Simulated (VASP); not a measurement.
A run of VASP 6.6.1 is set up as follows.

The input INCAR:

```
PREC = Accurate ; ENCUT = 500
EDIFF = 1E-6 ; ISMEAR = 0
SIGMA = 0.1 ; LREAL = F
LASPH = T ; NELM = 80
ALGO = Normal ; ISIF = 2
LWAVE = F ; LCHARG = T
GGA = PS ; LELF = T
LVHAR = T ; NBANDS = 11
```

The input KPOINTS:

```
Automatic mesh
0
Gamma
  7 7 7
```

Contents of POSCAR:

```
Na2S
1.0
    0.0000000000      3.2735000000      3.2735000000
    3.2735000000      0.0000000000      3.2735000000
    3.2735000000      3.2735000000      0.0000000000
S Na
1 2
Cartesian
    0.0000000000      0.0000000000      0.0000000000
    4.9102500000      4.9102500000      4.9102500000
    1.6367500000      1.6367500000      1.6367500000
```

Potentials or basis: VASP PAW PBE potentials, release 64 (S, Na).

Command:

```console
$ cat potpaw_PBE.64/S/POTCAR potpaw_PBE.64/Na/POTCAR > POTCAR
$ mpirun -np 1 vasp_std > vasp.out
```

Predict the band gap on the k mesh.

2.36 eV, direct.

Predict the pressure.

-1.0 GPa.

Caveat: the PAW data sets were made with another functional, which shifts forces and pressure a little.
